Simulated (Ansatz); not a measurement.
# Hf: equation of state

The task here is to estimate one member of a computed series from the others.

This is Hf in the bcc structure; at room conditions it is hcp.

Program: Ansatz 0.2.0. Level of theory: DFT LDA, scalar-relativistic. These are calculated values, not measurements.

### The structure to begin with

The structure is cubic, space group Im-3m (No. 229). Conventional cell: a = 3.535 Å, b = 3.535 Å, c = 3.535 Å, α = 90.00°, β = 90.00°, γ = 90.00°. Hf (site symmetry m-3m) has 8 Hf at 3.06 Å as nearest neighbours.

Coordinates:

```cif
data_structure
_symmetry_space_group_name_H-M 'P 1'
_symmetry_Int_Tables_number 1
_cell_length_a 3.0614
_cell_length_b 3.0614
_cell_length_c 3.0614
_cell_angle_alpha 109.471
_cell_angle_beta 109.471
_cell_angle_gamma 109.471
_cell_volume 22.09
loop_
_atom_site_label
_atom_site_type_symbol
_atom_site_fract_x
_atom_site_fract_y
_atom_site_fract_z
_atom_site_occupancy
Hf1 Hf 0.00000 0.00000 0.00000 1
```

Structure from a Materials Project entry, not relaxed further.

Set-up of the first run:

input.yaml

```yaml
crystal:
  lattice:
    - [-1.7375288132, 1.7375288132, 1.7375288132]
    - [1.7375288132, -1.7375288132, 1.7375288132]
    - [1.7375288132, 1.7375288132, -1.7375288132]
  atoms:
    - { symbol: Hf, position: [0.0, 0.0, 0.0] }
kpoints:
  mp_grid: { grid: [14, 14, 14] }
scf:
  occupations: { method: fermi_dirac, width: 0.05 }
hamiltonian:
  xc: lda
  pseudopotentials: { kind: all_electron, lapw: { basis_error: 0.0005 } }
output:
  forces: true
  stress: true
  eigenvalues: true
```

The run is started by

```
ansatz run input.yaml --threads 1 --pin off --max-ram 2048MiB --backend cpu --events-out ev --progress --plain --runs-dir out
```

Steps of the session up to this table: Volume × 0.95, LAPW; Volume × 0.95, PAW; Volume × 0.95, crystal datasets; Volume × 0.975, LAPW; Volume × 0.975, PAW; Volume × 1.025, LAPW; Volume × 1.025, PAW; Volume × 1.05, LAPW; Volume × 1.05, PAW; Volume × 1.05, crystal datasets.

One table of the session follows, with a row left open; its other results are not shown here.

It belongs to the step «The equation of state». 

| method | volume (Å³/atom) | pressure (GPa) |
| --- | --- | --- |
| LAPW | 20.982 | -3.03 |
| LAPW | 21.535 | -5.62 |
| LAPW | 22.087 | -7.90 |
| LAPW | 22.639 | -9.92 |
| LAPW | 23.191 | -11.70 |
| PAW | 20.982 | -3.06 |
| PAW | 21.535 | -5.65 |
| PAW | 22.087 | -7.93 |
| PAW | 22.639 | -9.94 |
| PAW | 23.191 | ? |
| crystal datasets | 20.982 | -3.03 |
| crystal datasets | 22.087 | -7.90 |
| crystal datasets | 23.191 | -11.70 |

Q: Estimate the row for PAW, 23.191 from the others.

The run gave: pressure (GPa): -11.72. In the column «pressure (GPa)» it is the lowest.

Caveats from the session: Warnings in the runs' records: gradients without spin orbit, crystal datasets made.
